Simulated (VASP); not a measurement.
# InP: accuracy against cost in the plane-wave cutoff and k-mesh

A convergence test on InP: the plane-wave cutoff and k-mesh. The atoms are off their equilibrium sites, so that forces can be compared too. The series runs use PBE. The plane-wave cutoff tried: ENCUT = 150; ENCUT = 190; ENCUT = 230; ENCUT = 260; ENCUT = 290; ENCUT = 330; ENCUT = 410; ENCUT = 510. The k-mesh tried: 2 2 2; 3 3 3; 4 4 4; 5 5 5; 6 6 6; 8 8 8; 10 10 10; 12 12 12. The atoms of the start are displaced at random from the sites of a F-43m cell.

Calculated with VASP 6.6.1; PBE; plane waves and PAW (In_d, P).

Report form: the programs' logs are mostly left out.

The database entry behind the starting cell differs from later determinations by our own check (0.1 to 0.3 % short, probably kX units), so it need not match the best structure at ambient conditions.

## 1. Set-up

Symmetry: P1, No. 1, triclinic system. Conventional cell: a = 4.144 Å, b = 4.144 Å, c = 4.144 Å, α = 60.00°, β = 60.00°, γ = 60.00°. Nearest to In lie 4 P at 2.45 to 2.64 Å. Nearest to P lie 4 In at 2.45 to 2.64 Å. Farther neighbours are not listed.

Coordinates:

```xyz
2
Lattice="0.0000 2.9305 2.9305 2.9305 0.0000 2.9305 2.9305 2.9305 0.0000" Properties=species:S:1:pos:R:3 pbc="T T T"
In   -0.0592   -0.0125   -0.0019
P     1.4976    1.5258    1.4692
```

## 2. Plane-wave cutoff: ENCUT = 150

The basis grows with ENCUT, and energy and stress both move with it. PBE, the usual starting point, adds the gradient of the density.

INCAR

```
SYSTEM = InP
PREC = Accurate
ENCUT = 150
EDIFF = 1E-06
NELM = 100
ISMEAR = -1
SIGMA = 0.05
LREAL = .FALSE.
ALGO = Normal
GGA = PE
NBANDS = 15
LORBIT = 11
LWAVE = .FALSE.
LCHARG = .FALSE.
KPAR = 2
ISIF = 2
```

POSCAR

```
InP
1.0
    0.0000000000      2.9305000000      2.9305000000
    2.9305000000      0.0000000000      2.9305000000
    2.9305000000      2.9305000000      0.0000000000
In P
1 1
Direct
    0.0076490000     -0.0083110000     -0.0119070000
    0.2554720000      0.2458670000      0.2651810000
```

KPOINTS

```
Automatic mesh
0
Gamma
8 8 8
0 0 0
```

PAW data sets: In_d and P (PBE family, release 64).

On the command line:

```console
> mpirun -np 2 vasp_std
```

The job ended after 37 s (2 MPI ranks of AMD EPYC 7R43, shared host; peak memory 0.21 GiB).

The gap is read on the k-mesh alone, so it is an upper bound where the band edges lie off the mesh. Spin-orbit coupling is off here; with elements this heavy it splits and shifts levels by tenths of an eV or more.

Numbers from this step:

```
SCF cycles                     : 14
electrons                      : 18
bands                          : 15
irreducible k-points           : 260
symmetry operations            : 1
free energy (TOTEN)            : -4.142 eV
Fermi energy                   : 5.613 eV
pressure                       : -141.3 GPa
metallic                       : no
valence top at k               : 0, 0, 0
conduction bottom at k         : 0, 0, 0
least direct gap at k          : 0, 0, 0
gap on the k-mesh              : 0.3748 eV
least direct gap on the k-mesh : 0.3748 eV
```

The series starts at -2.0710 eV an atom and -141.27 GPa, after 14 cycles in 37 s.

## 3. Plane-wave cutoff: ENCUT = 190

Changes to INCAR since step 2:

```diff
@@ -2,3 +2,3 @@
 PREC = Accurate
-ENCUT = 150
+ENCUT = 190
 EDIFF = 1E-06
```

POSCAR is that of step 2.

KPOINTS is that of step 2.

On the command line:

```console
> mpirun -np 2 vasp_std
```

Elapsed: 43 s, on 2 MPI ranks; peak memory 0.25 GiB.

Against the run before the energy moves by -1977.71 meV an atom and the pressure by +124.98 GPa, after 13 cycles in 43 s.

## 4. Plane-wave cutoff: ENCUT = 230

Changes to INCAR since step 3:

```diff
@@ -2,3 +2,3 @@
 PREC = Accurate
-ENCUT = 190
+ENCUT = 230
 EDIFF = 1E-06
```

POSCAR is that of step 3.

KPOINTS is that of step 3.

On the command line:

```console
> mpirun -np 2 vasp_std
```

Run time: 42 s. Hardware: 2 MPI ranks; peak memory 0.27 GiB; 82 s of CPU time.

Against the run before the energy moves by -101.23 meV an atom and the pressure by +18.11 GPa, after 12 cycles in 42 s.

## 5. Plane-wave cutoff: ENCUT = 260

Changes to INCAR since step 4:

```diff
@@ -2,3 +2,3 @@
 PREC = Accurate
-ENCUT = 230
+ENCUT = 260
 EDIFF = 1E-06
```

POSCAR is that of step 4.

KPOINTS is that of step 4.

On the command line:

```console
> mpirun -np 2 vasp_std
```

It took 63 s on 2 MPI ranks; peak memory 0.32 GiB; 2.1 min of CPU time.

Against the run before the energy moves by -10.05 meV an atom and the pressure by +1.62 GPa, after 12 cycles in 63 s.

## 6. Plane-wave cutoff: ENCUT = 290

Changes to INCAR since step 5:

```diff
@@ -2,3 +2,3 @@
 PREC = Accurate
-ENCUT = 260
+ENCUT = 290
 EDIFF = 1E-06
```

POSCAR is that of step 5.

KPOINTS is that of step 5.

On the command line:

```console
> mpirun -np 2 vasp_std
```

The job ended after 71 s (2 MPI ranks; peak memory 0.33 GiB).

Against the run before the energy moves by -0.49 meV an atom and the pressure by -0.09 GPa, after 13 cycles in 71 s.

## 7. Plane-wave cutoff: ENCUT = 330

Changes to INCAR since step 6:

```diff
@@ -2,3 +2,3 @@
 PREC = Accurate
-ENCUT = 290
+ENCUT = 330
 EDIFF = 1E-06
```

POSCAR is that of step 6.

KPOINTS is that of step 6.

On the command line:

```console
> mpirun -np 2 vasp_std
```

It took 1.8 min on 2 MPI ranks; peak memory 0.39 GiB.

Against the run before the energy moves by -0.44 meV an atom and the pressure by -0.06 GPa, after 13 cycles in 1.8 min.

## 8. Plane-wave cutoff: ENCUT = 410

Changes to INCAR since step 7:

```diff
@@ -2,3 +2,3 @@
 PREC = Accurate
-ENCUT = 330
+ENCUT = 410
 EDIFF = 1E-06
```

POSCAR is that of step 7.

KPOINTS is that of step 7.

On the command line:

```console
> mpirun -np 2 vasp_std
```

Elapsed: 1.7 min, on 2 MPI ranks; peak memory 0.44 GiB; 3.1 min of CPU time.

Against the run before the energy moves by -1.40 meV an atom and the pressure by +0.34 GPa, after 13 cycles in 1.7 min.

## 9. Plane-wave cutoff: ENCUT = 510

Changes to INCAR since step 8:

```diff
@@ -2,3 +2,3 @@
 PREC = Accurate
-ENCUT = 410
+ENCUT = 510
 EDIFF = 1E-06
```

POSCAR is that of step 8.

KPOINTS is that of step 8.

On the command line:

```console
> mpirun -np 2 vasp_std
```

Wall time 2.2 min (2 MPI ranks); peak memory 0.57 GiB.

Against the run before the energy moves by +0.09 meV an atom and the pressure by -0.02 GPa, after 13 cycles in 2.2 min.

## 10. The plane-wave cutoff series as a table

This step: convergence of PBE results with the cutoff; plane waves and PAW (VASP 6.6.1).

No new run; the numbers come from the runs before.

Differences are taken from the run with ENCUT = 510. Results of the series, by row:

```tsv
setting	status	energy less the reference (meV/atom)	pressure (GPa)	largest force difference (meV/Å)	gap (eV)	SCF cycles	wall time (s)
ENCUT = 150	converged	2091	-141.3	37.5	0.3748	14	37
ENCUT = 190	converged	113.5	-16.29	14.11	0.5085	13	43
ENCUT = 230	converged	12.29	1.816	1.774	0.5199	12	42
ENCUT = 260	converged	2.246	3.439	1.625	0.5227	12	63
ENCUT = 290	converged	1.76	3.347	0.612	0.5232	13	71
ENCUT = 330	converged	1.315	3.288	0.37	0.5255	13	109
ENCUT = 410	converged	-0.08656	3.628	0.556	0.5271	13	102
ENCUT = 510	converged	0	3.613	0	0.5271	13	134
```

## 11. K-mesh: 2 2 2

This step: PBE; plane waves and PAW (In_d, P) (VASP 6.6.1).

The sum over the zone converges with the mesh, fast for insulators and slowly for metals.

Changes to INCAR since step 9:

```diff
@@ -2,3 +2,3 @@
 PREC = Accurate
-ENCUT = 510
+ENCUT = 400
 EDIFF = 1E-06
@@ -14,3 +14,3 @@
 LCHARG = .FALSE.
-KPAR = 2
+NCORE = 2
 ISIF = 2
```

POSCAR is that of step 9.

KPOINTS

```
Automatic mesh
0
Gamma
2 2 2
0 0 0
```

On the command line:

```console
> mpirun -np 2 vasp_std
```

Elapsed: 4.6 s, on 2 MPI ranks; peak memory 0.18 GiB; 7.3 s of CPU time.

This step gave:

```
irreducible k-points           : 8
free energy (TOTEN)            : -6.501 eV
energy at zero smearing        : -6.500 eV
Fermi energy                   : 5.972 eV
pressure                       : 7.766 GPa
gap on the k-mesh              : 0.4129 eV
least direct gap on the k-mesh : 0.4129 eV
```

The series starts at -3.2502 eV an atom and 7.77 GPa, after 13 cycles in 4.6 s.

## 12. K-mesh: 3 3 3

Changes to INCAR since step 11:

```diff
@@ -14,3 +14,3 @@
 LCHARG = .FALSE.
-NCORE = 2
+KPAR = 2
 ISIF = 2
```

POSCAR is that of step 11.

KPOINTS

```
Automatic mesh
0
Gamma
3 3 3
0 0 0
```

On the command line:

```console
> mpirun -np 2 vasp_std
```

Wall time 8.4 s (2 MPI ranks); peak memory 0.23 GiB.

Against the run before the energy moves by -712.60 meV an atom and the pressure by -3.27 GPa, after 13 cycles in 8.4 s.

## 13. K-mesh: 4 4 4

INCAR is that of step 12.

POSCAR is that of step 12.

KPOINTS

```
Automatic mesh
0
Gamma
4 4 4
0 0 0
```

On the command line:

```console
> mpirun -np 2 vasp_std
```

Run time: 16 s. Hardware: 2 MPI ranks; peak memory 0.25 GiB.

Against the run before the energy moves by -144.76 meV an atom and the pressure by -0.68 GPa, after 13 cycles in 16 s.

## 14. K-mesh: 5 5 5

INCAR is that of step 13.

POSCAR is that of step 13.

KPOINTS

```
Automatic mesh
0
Gamma
5 5 5
0 0 0
```

On the command line:

```console
> mpirun -np 2 vasp_std
```

The job ended after 19 s (2 MPI ranks; peak memory 0.28 GiB).

Against the run before the energy moves by -37.79 meV an atom and the pressure by -0.17 GPa, after 13 cycles in 19 s.

## 15. K-mesh: 6 6 6

INCAR is that of step 14.

POSCAR is that of step 14.

KPOINTS

```
Automatic mesh
0
Gamma
6 6 6
0 0 0
```

On the command line:

```console
> mpirun -np 2 vasp_std
```

It took 40 s on 2 MPI ranks; peak memory 0.32 GiB; 70 s of CPU time.

Against the run before the energy moves by -11.47 meV an atom and the pressure by -0.04 GPa, after 13 cycles in 40 s.

## 16. K-mesh: 8 8 8

INCAR is that of step 15.

POSCAR is that of step 15.

KPOINTS

```
Automatic mesh
0
Gamma
8 8 8
0 0 0
```

On the command line:

```console
> mpirun -np 2 vasp_std
```

Elapsed: 1.8 min, on 2 MPI ranks; peak memory 0.44 GiB.

Against the run before the energy moves by -5.38 meV an atom while the pressure stays within 0.01 GPa, after 13 cycles in 1.8 min.

## 17. K-mesh: 10 10 10

INCAR is that of step 16.

POSCAR is that of step 16.

KPOINTS

```
Automatic mesh
0
Gamma
10 10 10
0 0 0
```

On the command line:

```console
> mpirun -np 2 vasp_std
```

Run time: 2.4 min. Hardware: 2 MPI ranks; peak memory 0.66 GiB; 4.4 min of CPU time.

Against the run before the energy moves by -0.86 meV an atom and the pressure by +0.01 GPa, after 13 cycles in 2.4 min.

## 18. K-mesh: 12 12 12

INCAR is that of step 17.

POSCAR is that of step 17.

KPOINTS

```
Automatic mesh
0
Gamma
12 12 12
0 0 0
```

On the command line:

```console
> mpirun -np 2 vasp_std
```

Run time: 4 min. Hardware: 2 MPI ranks; peak memory 0.95 GiB.

Against the run before the energy moves by -0.18 meV an atom while the pressure stays within 0.01 GPa, after 13 cycles in 4 min.

## 19. The k-mesh series as a table

This step: convergence of PBE results with the mesh; plane waves and PAW (VASP 6.6.1).

Derived from the runs above.

Differences are taken from the run with 12 12 12. Results of the series, by row:

```tsv
setting	status	energy less the reference (meV/atom)	pressure (GPa)	largest force difference (meV/Å)	gap (eV)	SCF cycles	wall time (s)
2 2 2	converged	913	7.766	35.9	0.4129	13	4.6
3 3 3	converged	200.4	4.492	16.59	0.4881	13	8.4
4 4 4	converged	55.67	3.814	6.358	0.5121	13	16
5 5 5	converged	17.88	3.644	2.489	0.5212	13	18.6
6 6 6	converged	6.412	3.609	1.055	0.5248	13	40
8 8 8	converged	1.033	3.605	0.231	0.527	13	106
10 10 10	converged	0.1765	3.611	0.055	0.5275	13	146
12 12 12	converged	0	3.614	0	0.5276	13	237.1
```

## 20. Summary of results

* plane-wave cutoff from which the energy stays within 10 meV/atom of the reference: ENCUT = 260
* plane-wave cutoff from which the energy stays within 1 meV/atom of the reference: ENCUT = 410
* plane-wave cutoff from which the pressure stays within 0.2 GPa of the reference: ENCUT = 410
* spread of the pressure over the plane-wave cutoff: 145 GPa
* spread of the energy over the plane-wave cutoff: 2091 meV/atom
* k-mesh from which the energy stays within 10 meV/atom of the reference: 6 6 6
* k-mesh from which the energy stays within 1 meV/atom of the reference: 10 10 10
* k-mesh from which the pressure stays within 0.2 GPa of the reference: 5 5 5
* spread of the pressure over the k-mesh: 4.16 GPa
* spread of the energy over the k-mesh: 913 meV/atom

What this shows: From ENCUT = 410 on, the energy stays within 1 meV an atom of the reference, at 76 % of its time. The pressure holds within 0.2 GPa from ENCUT = 410 on. These cutoffs are 0.6 to 2 times the default of the data sets, about 260 eV; at the default the run is off by +2.2 meV an atom, -0.17 GPa, 1.6 meV/Å in forces, and at 1.3 times by +1.3 meV an atom, -0.32 GPa, 0.4 meV/Å in forces. Energy differences between like cells converge faster than these totals. From 10 10 10 on, the energy stays within 1 meV an atom of the reference, at 62 % of its time. The pressure holds within 0.2 GPa from 5 5 5 on. Differences are taken from the run with ENCUT = 510, which is itself not the exact limit. The runs at ENCUT = 150; ENCUT = 190 are over 30 meV an atom or 2 GPa off and describe the material poorly. The runs at 2 2 2; 3 3 3; 4 4 4 are over 30 meV an atom or 2 GPa off and describe the material poorly.

[Lines on the potential files, build, host, timing and source positions are cut from VASP's logs without a mark.]

[Logs are printed without paths, hosts, clocks, repeated set-up lines and the standing remarks that a program may print on its own settings, such as how far it seeks lower states.]

[Hosts, paths, dates, database ids (printed as entryN), source tags and the programs' standing remarks are cut or masked in the printed files.]

[A measured line is paired with the nearest computed mode of its activity, which favours agreement.]

[In band tables of VASP the shares of atoms and orbitals are scaled to a sum of 1 inside the atoms' spheres.]
